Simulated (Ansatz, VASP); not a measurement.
# Two plane-wave programs on Pd

```
CELL_PARAMETERS angstrom
0.00000 1.92028 1.92028
1.92028 0.00000 1.92028
1.92028 1.92028 0.00000
ATOMIC_POSITIONS crystal
Pd 0.00000 0.00000 0.00000
```

Alike in both runs: task single point; functional LDA; k mesh 14 × 14 × 14; occupations gaussian, width 0.6 eV; collinear spin.

```csv
,VASP,Ansatz
version,VASP 6.6.1,Ansatz 0.2.0
potentials or method,"VASP PAW LDA potentials, release 64 (Pd)","plane waves (420 eV) with PAW, scalar-relativistic"
plane-wave cutoff (eV),520,420
valence electrons in the cell,10,18
```

VASP gave:

| Property | Result |
| --- | --- |
| pressure (GPa) | 1.5 |
| net moment per atom (μB) | 0.00 |

Estimate Ansatz's values.

pressure (GPa): 1.2; net moment per atom (μB): 0.00.

The two sets of potentials don't hold the same shells in valence. Ansatz warned: «pseudo_functional_mismatch».
